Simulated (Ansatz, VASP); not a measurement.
# GaN in VASP and in Ansatz

```
Ga N
1.0
     3.11508    0.00000    0.00000
    -1.55754    2.69774    0.00000
     0.00000    0.00000    5.06054
Ga N
2 2
Cartesian
  1.5575 0.8992 2.5303
  0.0000 1.7985 0.0000
  1.5575 0.8992 4.4280
  0.0000 1.7985 1.8977
```

Change from the starting cell: volume scaled by 0.94.

Alike in both runs: task single point; functional PBEsol; k mesh 10 × 10 × 5; occupations fermi-dirac, width 0.05 eV; no spin polarisation.

|  | VASP | Ansatz |
| --- | --- | --- |
| version | VASP 6.6.1 | Ansatz 0.2.0 |
| potentials or method | VASP PAW PBE potentials, release 64 (Ga_d, N) | Ansatz PAW |
| plane-wave cutoff (eV) | 520 | 420 |
| valence electrons in the cell | 36 | 36 |

```tsv
	VASP	Ansatz	Ansatz less VASP
gap on the k mesh at the Fermi level (eV)	2.34	2.32	-0.023
least direct gap on the mesh (eV)	2.34	2.32	-0.023
pressure (GPa)	14.4	14.7	+0.27
largest component of the traceless stress (GPa)	1.84	1.82	-0.020
rms of the force components (eV/Å)	0.085	0.087	+0.0015
```

Atom by atom the forces differ by 0.002 eV/Å (rms over components). With one functional, cell and mesh, what is left measures potentials, basis and numerics.

Caveats: the PAW data sets were made with another functional, which shifts forces and pressure a little (VASP); odd divisions of the mesh miss points on the zone boundary, where band edges often lie, so the gap on the mesh can be too wide (Ansatz); the pressure holds a Pulay correction of +0.6 GPa for the finite cutoff (Ansatz); the PAW data sets come from PBE, with cores solved anew for the run's functional, which leaves a small shift of forces and pressure (Ansatz).
